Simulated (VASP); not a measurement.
**VASP run on KBr**

System: KBr (rock salt type, first atom moved by 0.06 Å along [111]), 2 atoms in the cell.

VASP input. INCAR
```
ISMEAR = -1
SIGMA = 0.05
ISIF = 2
LHFCALC = .TRUE.
GGA = PE
HFSCREEN = 0.20787
NBANDS = 12
LASPH = .TRUE.
LMAXMIX = 4
NELM = 60
LREAL = .FALSE.
EDIFF = 1E-7
ALGO = Normal
PREC = Normal
PRECFOCK = Fast
ISTART = 1
ICHARG = 0
NELMIN = 4
ENCUT = 233.3
```

KPOINTS
```
mesh
0
Gamma
4 4 4
0 0 0
```

POSCAR
```
KBr
1.0
     0.000000    3.350000    3.350000
     3.350000    0.000000    3.350000
     3.350000    3.350000    0.000000
K Br
1 1
Direct
  0.005170 0.005170 0.005170
  0.500000 0.500000 0.500000
```

Potentials (PBE.64), in the order of POSCAR: K_sv Br

The WAVECAR comes from an earlier, cheaper step on the same cell.

Results

```yaml
Pressure: -0.44 GPa
Free_energy_TOTEN: -7.1666 eV
Energy_σ→0: -7.1666 eV
Smearing_term_TS: 0.0 meV/atom
Gap_on_the_mesh: 5.48 eV
Valence_electrons: 16
Irreducible_k-points: 13
```

| atom | Fx (eV/Å) | Fy (eV/Å) | Fz (eV/Å) |
| --- | --- | --- | --- |
| K1 | -0.035 | -0.035 | -0.035 |
| Br2 | 0.035 | 0.035 | 0.035 |

Stress in kB (compression positive), XX YY ZZ XY YZ ZX:
```
-4.36  -4.36  -4.36  -0.05  -0.05  -0.05
```

VASP prints the stress at a fixed plane-wave basis, so it holds the Pulay stress of this cutoff.

A gap read on the mesh is an upper bound of this method's gap, since the mesh can miss a band edge. Spin–orbit coupling is left out; with heavy elements it can shift the gap and split levels by tenths of an eV. At or near VASP's default cutoff a basis error can pull the printed pressure down, by about 1 GPa or less for soft potentials and by 10 GPa or more for hard ones such as O, N and F, so even its sign can be wrong. Potentials made with PBE were used with another functional.
